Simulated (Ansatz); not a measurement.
```xyz
6
Lattice="4.5157 0.0000 0.0000 0.0000 4.5157 0.0000 0.0000 0.0000 3.1137" Properties=species:S:1:pos:R:3 pbc="T T T"
Ru     2.2579     2.2579     1.5569
Ru     0.0000     0.0000     0.0000
O      3.6380     3.6380     1.5569
O      1.3802     3.1355     0.0000
O      3.1355     1.3802     0.0000
O      0.8777     0.8777     1.5569
```

No spin polarisation.

Method: Kohn–Sham DFT with the PBE functional, run in Ansatz (an electronic-structure program) with PAW and 420 eV plane waves, no spin-orbit coupling. k-mesh 10×10×15 (Γ-centred); smearing 0.05 eV (Fermi–Dirac).

### Question
Predict the band gap, pressure and space group.

### Answer
The band gap comes out as zero. The pressure (mean of the normal stresses, compression positive) is 1.3 GPa and the space group is P4_2/mnm (No. 136).

The cells carry an imposed strain or load. Stability against distortions was not tested. No Hubbard U is applied, and correlation can decide whether such a compound is a metal. The final runs are not spin-polarised. The cell was made from RuO2 in the rutile structure (space group P4_2/mnm, No. 136) by this change: isotropic strain −0.17 %.
